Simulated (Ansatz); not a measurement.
Si: opening a crack plane

Si, I4_1/amd, a = 4.765 Å, c = 2.611 Å. This isn't the element's structure at ambient conditions. Ansatz: LDA, PAW, 420 eV, Γ-centred 24×17×5 mesh on 8 atoms, Gaussian smearing 0.15 eV; no spin polarisation. One cut on (-110) per cell of 8 atoms is opened rigidly by x, between planes of Si and Si that stand 1.68 Å apart; y is the energy per area (8.796 Å², 1 eV/Å² = 16.02 J/m²).

| x (Å) | y (J/m²) |
| --- | --- |
| 0.00 | 0.000 |
| 0.50 | 0.677 |
| 1.00 | 1.581 |
| 2.00 | ? |
| 3.00 | 2.811 |
| 6.00 | 2.894 |

Fit the universal binding curve y = W[1 − (1 + x/l) e^(−x/l)] to the other rows, give the peak stress, and predict the missing value.

Least squares gives W = 2.89 J/m² and l = 0.546 Å. The stress dy/dx peaks at x = l with W/(e l) = 19.5 GPa, for rigid faces. The last row already stands above W and still climbs, so W understates the work of separation. At x = 2.00: x/l = 3.663, y = 2.544 J/m². The run gave 2.537 J/m², so the fit is 0.007 J/m² too high, a small miss on the scale of the series.

Cost: 6 runs of about 29 core-minutes in all, on Intel Xeon Processor @ 2.50GHz (Skylake/Cascade Lake) (shared hosts).

The energy rises faster between 0.50 and 1.00 Å than over the first 0.50 Å, then flattens, and most of the cost is paid by 3.00 Å. This is the signature of short-range bonding: cohesion across the cut comes from overlap of Si 3s and 3p orbitals, whose tails decay roughly exponentially into the gap. The lattice is that of β-tin silicon, a metal with four short bonds per atom and two slightly longer contacts along c. Those c-axis contacts lie within the cleavage plane and survive, so the work goes mainly into breaking the short bonds that cross it. The close prediction at 2.00 Å supports the universal form as an interpolation, but does not by itself separate covalent from metallic contributions, since both kinds of bonding can follow such a curve. LDA usually overbinds, so the energy scale is probably somewhat high. The peak stress describes ideal, simultaneous separation of a flawless plane, not the load at which a real crack would advance.
